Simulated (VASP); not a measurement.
A run of VASP 6.6.1 is set up as follows.

INCAR

```
PREC = Accurate ; ENCUT = 600
EDIFF = 1E-6 ; ISMEAR = 0
SIGMA = 0.1 ; LREAL = F
LASPH = T ; NELM = 100
ALGO = Normal ; ISIF = 3
LWAVE = F ; LCHARG = F
GGA = PE ; IBRION = 2
NSW = 100 ; EDIFFG = -0.01
```

Contents of KPOINTS:

```
Automatic mesh
0
Gamma
  18 18 18
```

The input POSCAR:

```
C
1.0
    2.6577115806      0.0000000000      0.0000000000
    0.0000000000      2.6577115806      0.0000000000
    0.0000000000      0.0000000000      2.6577115806
C
3
Direct
    0.0000000000      0.5000000000      0.5000000000
    0.5000000000      0.0000000000      0.5000000000
    0.5000000000      0.5000000000      0.0000000000
```

Potentials or basis: VASP PAW PBE potentials, release 64 (C).

Launch:

```bash
$ cat potpaw_PBE.64/C/POTCAR > POTCAR
$ mpirun -np 1 vasp_std > vasp.out
```

(1) What does it give for the relaxed volume?

(2) Estimate the space group after relaxing (to 0.05 Å).

(3) What does it give for the band gap on the k mesh?

(4) Predict the relaxed cell.

Results:

(1) 5.97 Å³/atom.

(2) Pm-3m (No. 221).

(3) none (metal or under the smearing width).

(4) a = 2.617 Å, b = 2.617 Å, c = 2.617 Å, α = 90.00°, β = 90.00°, γ = 90.00°.
